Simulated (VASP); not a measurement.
Write the native input for VASP 6.6.1 that does the following.

| Quantity | Value |
| --- | --- |
| Task | single point |
| Functional | r2SCAN |
| Potentials or basis | VASP PAW PBE potentials, release 64 (Ni) |
| Cutoff | 520 eV |
| k mesh | 9 × 9 × 2 |
| Occupations | gaussian, width 0.1 eV |
| Spin | collinear spin, typed start |
| Starting moments | [2.0, 2.0, 2.0, 2.0] μB |
| Dipole correction | no |
| Further INCAR settings | ALGO = Normal; EDIFF = 1e-06; NBANDS = 32 |

The system is Ni.

```
CELL_PARAMETERS angstrom
2.53228 0.00000 0.00000
-1.26614 2.19302 0.00000
0.00000 0.00000 8.16711
ATOMIC_POSITIONS crystal
Ni 0.00000 0.00000 0.00000
Ni 0.00000 0.00000 0.50000
Ni 0.33333 0.66667 0.75000
Ni 0.66667 0.33333 0.25000
```

The cell was built by a generator and needn't be a form met in nature.

The input as run:

POSCAR

```
Ni
1.0
    2.5322817327      0.0000000000      0.0000000000
   -1.2661408663      2.1930203101      0.0000000000
    0.0000000000      0.0000000000      8.1671083916
Ni
4
Direct
    0.0000000000      0.0000000000      0.0000000000
    0.0000000000      0.0000000000      0.5000000000
    0.3333333333      0.6666666667      0.7500000000
    0.6666666667      0.3333333333      0.2500000000
```

INCAR.step1

```
ALGO = Normal
EDIFF = 1E-4
ENCUT = 520
GGA = PE
ISMEAR = 0
ISPIN = 2
LASPH = T
LCHARG = F
LMAXMIX = 4
LREAL = F
LWAVE = T
MAGMOM = 2 2 2 2
NBANDS = 32
NELM = 150
PREC = Accurate
SIGMA = 0.1
```

INCAR.step2

```
ALGO = Normal
EDIFF = 1E-6
ENCUT = 520
ISIF = 2
ISMEAR = 0
ISPIN = 2
ISTART = 1
LASPH = T
LCHARG = F
LMAXMIX = 4
LMIXTAU = T
LORBIT = 11
LREAL = F
LWAVE = F
MAGMOM = 2 2 2 2
METAGGA = R2SCAN
NBANDS = 32
NELM = 150
PREC = Accurate
SIGMA = 0.1
```

KPOINTS

```
k-points
0
Gamma
  9 9 2
```

Potentials or basis: VASP PAW PBE potentials, release 64 (Ni).

Launch:

```sh
$ cat potpaw_PBE.64/Ni/POTCAR > POTCAR
$ cp INCAR.step1 INCAR
$ mpirun -np 1 vasp_std > vasp.out
$ cp INCAR.step2 INCAR
$ mpirun -np 1 vasp_std > vasp.out
```

Results of the run:

```yaml
Pressure: -11.7 GPa
Band_gap_on_the_k_mesh: none (metal or under the smearing width)
Net_moment: 3.21 μB per cell
Site_moments: Ni +0.87, +0.79 μB
Valence_electrons_inside_the_program's_atomic_spheres: Ni 9.26, 9.29
```

Caveat: the k mesh is coarse (spacing up to 0.38 Å⁻¹), so the values aren't converged; the PAW data sets were made with another functional, which shifts forces and pressure a little.

It took 5.8 min on 1 thread of Intel(R) Xeon(R) Platinum 8259CL CPU @ 2.50GHz (Skylake/Cascade Lake) (shared host), peak memory 0.23 GiB.
